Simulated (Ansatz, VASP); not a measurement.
## Two plane-wave programs on BeSe4

```
Be Se
1.0
    -3.72706    3.72706    2.18239
     3.72706   -3.72706    2.18239
     3.72706    3.72706   -2.18239
Be Se
1 4
Direct
  0.00000 0.00000 0.00000
  0.16972 0.72521 0.89493
  0.72521 0.83028 0.55548
  0.27479 0.16972 0.44452
  0.83028 0.27479 0.10507
```

Change from the starting cell: species swapped into the ScAg4 type (I4/m, No. 87).

Alike in both runs: functional PBE; k mesh 6 × 6 × 6; occupations gaussian, width 0.1 eV; no spin polarisation.

Ansatz relaxed the structure, and its values are those at the end. VASP's run is a single point on that final structure, the one shown.

|  | VASP | Ansatz |
| --- | --- | --- |
| version | VASP 6.6.1 | Ansatz 0.2.0 |
| potentials or method | VASP PAW PBE potentials, release 64 (Be, Se) | scalar-relativistic, plane waves, PAW |
| plane-wave cutoff (eV) | 520 | 420 |
| valence electrons in the cell | 26 | 66 |

Ansatz gave:

* gap on the k mesh at the Fermi level (eV): none
* pressure (GPa): 0.1
* rms of the force components (eV/Å): 0.003

Question: Estimate VASP's values.

Answer: gap on the k mesh at the Fermi level (eV): none; pressure (GPa): 0.2; rms of the force components (eV/Å): 0.007.

A gap of «none» marks a metal or a gap that the smearing closes. With one functional, cell and mesh, what is left measures potentials, basis and numerics. The two sets of potentials don't hold the same shells in valence.
